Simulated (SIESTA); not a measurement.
The system is CuAu.

```
CELL_PARAMETERS angstrom
2.81075 0.00000 0.00000
0.00000 2.81075 0.00000
0.00000 0.00000 3.68500
ATOMIC_POSITIONS crystal
Au 0.00000 0.00000 0.00000
Cu 0.50000 0.50000 0.50000
```

| Property | Result |
| --- | --- |
| Program | SIESTA 5.4.2 |
| Task | relaxation of cell and atoms |
| Functional | PBE |
| Potentials or basis | SG15 1.2 (PBE files) or PseudoDojo by element |
| Basis | DZP (energy shift 0.003 Ry; two zetas on semicore shells) |
| Grid cutoff | 800 Ry |
| Energy shift | 0.003 Ry |
| k mesh | 6 × 6 × 5 |
| Occupations | fermi-dirac, width 0.05 eV |
| Spin | no spin polarisation |

At the start: pressure 5.0 GPa; volume 14.56 Å³/atom.

Q: Where does the relaxation end?

A: Over 20 steps the energy falls by 72.8 meV/atom and the volume is 14.82 Å³/atom (+1.8 %); space group Pm-3m (No. 221, to 0.05 Å).

The path:
```
step  energy change (eV)  largest force (eV/Å)  pressure (GPa)  volume (Å³)
   1              0.0000                0.0000            4.96        29.11
   2             -0.0166                0.0000           -0.29        30.08
   3              0.0109                0.0000           -6.70        31.53
   4             -0.0167                0.0000           -0.70        30.16
   5             -0.0286                0.0000           -0.93        30.21
   6             -0.0455                0.0000           -1.19        30.26
   7             -0.0642                0.0000           -1.50        30.28
   8             -0.0910                0.0000           -1.81        30.29
   9             -0.1128                0.0000           -2.19        30.28
  10             -0.1286                0.0000           -2.55        30.24
  11             -0.1380                0.0000           -2.71        30.18
  12             -0.1420                0.0000           -2.32        30.10
  13             -0.1417                0.0000           -2.44        30.13
  14             -0.1410                0.0000            2.26        29.27
  15             -0.1452                0.0000           -0.43        29.73
  16             -0.1453                0.0000           -0.15        29.68
  17             -0.1455                0.0000           -0.29        29.70
  18             -0.1444                0.0003            1.50        29.39
  19             -0.1455                0.0000           -0.02        29.65
  20             -0.1455                0.0004            0.00        29.64
```

Final structure:
```
Au Cu
1.0
     3.07871    0.00000    0.00000
     0.00000    3.07870    0.00000
     0.00000    0.00000    3.12721
Au Cu
1 1
Direct
  0.00000 0.99998 0.99999
  0.50000 0.50001 0.50000
```

Caveat: the k mesh is coarse (spacing up to 0.37 Å⁻¹), so the values aren't converged; the basis of atomic orbitals isn't converged, which shifts pressures, moduli and gaps.
